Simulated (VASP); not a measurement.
Crystal: Sc.

```xyz
2
Lattice="3.3090 0.0000 0.0000 -1.6545 2.8657 0.0000 0.0000 0.0000 5.2733" Properties=species:S:1:pos:R:3 pbc="T T T"
Sc    1.6545    0.9552    3.9550
Sc    0.0000    1.9105    1.3183
```

Program: VASP 6.6.1. Alike in all runs: no spin polarisation; cell as given. Hardware: 1 thread of Intel(R) Xeon(R) Platinum 8488C (Sapphire Rapids), with other jobs on the host.

Order these runs on this cell by their wall time, lowest first.
A. task band structure; level PBEsol+U; potentials or basis VASP PAW PBE potentials, release 64 (Sc_sv); U Sc d U = 5.3 eV, J = 1.0 eV; k mesh 9 × 9 × 5; cutoff (eV) 520; smearing fermi-dirac 0.05 eV; LDAUTYPE 2; hund's J 1
B. task density of states; level r2SCAN+rVV10+U; potentials or basis VASP PAW PBE potentials, release 64 (Sc_sv); U Sc d U = 6.2 eV; k mesh 11 × 11 × 6; cutoff (eV) 520; smearing tetrahedron; other keys k = 11 × 11 × 6; MAXMIX = 5
C. task single point; level RPBE; potentials or basis VASP PAW PBE potentials, release 64 (Sc_sv_GW); k mesh 9 × 9 × 5; cutoff (eV) 550; smearing gaussian 0.05 eV

C (48 s), A (130 s), B (390 s).

Caveats: U without spin polarisation on a metal has little footing (some runs); the U is typed as a test and isn't derived for this compound (some runs).

Runs at the PBE level aren't shown here.
